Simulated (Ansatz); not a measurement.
AlN: equation of state with PBEsol

AlN:

```
Al N
1.0
     0.00000    2.18399    2.18399
     2.18399    0.00000    2.18399
     2.18399    2.18399    0.00000
Al N
1 1
Direct
  0.00000 0.00000 0.00000
  0.25000 0.25000 0.25000
```

Measurements of this composition are mostly on another form, of space group No. 186.

```yaml
Program: Ansatz 0.2.0
Task: equation of state
Functional: PBEsol
Potentials_or_basis: PseudoDojo PBEsol stringent
Cutoff: 1143 eV
Density_cutoff: 4572 eV
k_mesh: 10 × 10 × 10
Occupations: fermi-dirac, width 0.05 eV
Spin: no spin polarisation
```

* Equilibrium volume: 10.48 Å³/atom
* Bulk modulus: 201 GPa
* Pressure derivative of the bulk modulus: 3.9

Energy against volume, from the lowest point:
```tsv
volume (Å³/atom)	energy (meV/atom)
9.792	31.39
10.001	14.62
10.209	4.36
10.417	0.00
10.626	0.99
10.834	6.84
11.042	17.08
```

All runs of the series together: 41 s on 2 threads of Intel(R) Xeon(R) Processor @ 2.50GHz (Skylake/Cascade Lake) (shared host).
